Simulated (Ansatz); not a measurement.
# Zinc-blende InN (metastable phase)

Method: r²SCAN50 (Ansatz, a program for electronic structure, plane waves, PAW).

Numerical settings: plane-wave cutoff 520 eV, 10×10×10 k mesh, Fermi–Dirac smearing 0.01 eV, scalar-relativistic PAW data made under PBE.

Cell: relaxed at this level.

```
Item                                                             Result
------------------------------------------  ---------------------------
equilibrium volume per atom                               14.96 Å³/atom
bulk modulus                                                    168 GPa
equilibrium lattice constant a                                  4.928 Å
band gap                                    3.07 eV (on the SCF k mesh)
pressure derivative B′ of the bulk modulus                          4.3
```

Measured, for comparison: band gap 0.61 eV (low temperature, zero-point motion not removed, photoluminescence, epilayer; as tabulated in Schörmann, As, Lischka, Schley, Goldhahn et al., Appl. Phys. Lett. 89, 261903 …); equilibrium volume per atom 15.72 Å³/atom, lattice constant a 5.01 ± 0.01 Å (temperature not stated, not corrected to a static lattice, epilayer on 3C-SiC; as tabulated in Schörmann, As, Lischka, Schley, Goldhahn et al., Appl. Phys. Lett. 89, 261903 …). Computed (rounded) less measured: equilibrium volume per atom -4.8 %, lattice constant a -1.6 %. A static lattice is as a rule a little smaller and stiffer than an uncorrected measurement, which narrows the difference in the lattice constant a and would widen misses of the other sign.

Spin–orbit coupling is not included.

The computed numbers hold no vibrational or temperature effects.

The result took around 15 core-minutes (rough).
